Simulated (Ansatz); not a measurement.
Relaxation of HfO2

Level of theory: DFT PBEsol, scalar-relativistic, plane waves, PAW in Ansatz. (420 eV cutoff, 6×6×8 k-mesh, Gaussian smearing of 0.02 eV, no spin polarisation)

What was changed in IrO2: Ir → Hf on all its sites, cell and atoms relaxed.

Spin–orbit coupling is left out, which can shift energies with elements as heavy as these.

Input:

```yaml
crystal:
  lattice:
    - [4.8290695965, 0.0, 0.0]
    - [0.0, 4.8290695965, 0.0]
    - [0.0, 0.0, 3.2134373684]
  atoms:
    - { symbol: Hf, position: [0.5, 0.5, 0.5] }
    - { symbol: Hf, position: [0.0, 0.0, 0.0] }
    - { symbol: O, position: [0.6948356507, 0.6948356507, 0.0] }
    - { symbol: O, position: [0.8051643493, 0.1948356507, 0.5] }
    - { symbol: O, position: [0.3051643493, 0.3051643493, 0.0] }
    - { symbol: O, position: [0.1948356507, 0.8051643493, 0.5] }
basis:
  ecutwfc: 420
kpoints:
  mp_grid: { grid: [6, 6, 8] }
hamiltonian:
  xc: pbesol
scf:
  occupations: { method: gaussian, width: 0.02 }
output:
  forces: true
  stress: true
  eigenvalues: true
relax:
  adjacent_minimum: "off"
  f_tol: 0.01
  max_steps: 60
  cell: { stress_tol: 0.1 }
```

F is the free energy. Steps run on the plane waves of an earlier cell, but the last one, and at times one on the way, on a freshly chosen basis, so a repeated geometry can differ a little in energy.

Steps:

```tsv
step	F − F(1) (eV)	largest force component (eV/Å)	V (Å³/atom)	P (GPa)
1	0.0000	0.007	12.490	-0.19
2	-0.0003	0.012	12.479	0.05
3	-0.0004	0.001	12.481	-0.01
4	-0.0002	0.001	12.481	-0.01
```

Relaxed structure:

```cif
data_structure
_symmetry_space_group_name_H-M 'P 1'
_symmetry_Int_Tables_number 1
_cell_length_a 4.8302
_cell_length_b 4.8302
_cell_length_c 3.2099
_cell_angle_alpha 90.000
_cell_angle_beta 90.000
_cell_angle_gamma 90.000
_cell_volume 74.89
loop_
_atom_site_label
_atom_site_type_symbol
_atom_site_fract_x
_atom_site_fract_y
_atom_site_fract_z
_atom_site_occupancy
Hf1 Hf 0.50000 0.50000 0.50000 1
Hf2 Hf 0.00000 0.00000 0.00000 1
O1 O 0.69497 0.69497 0.00000 1
O2 O 0.80503 0.19497 0.50000 1
O3 O 0.30503 0.30503 0.00000 1
O4 O 0.19497 0.80503 0.50000 1
```

Symmetry: P4_2/mnm, No. 136, tetragonal system. Conventional cell: a = 4.830 Å, b = 4.830 Å, c = 3.210 Å, α = 90.00°, β = 90.00°, γ = 90.00°. Around Hf (site symmetry mmm) lie 6 O at 2.08 to 2.09 Å. O (site symmetry m2m) is surrounded by 3 Hf at 2.08 to 2.09 Å.

The run converged. The run took of the order of 30 core-seconds.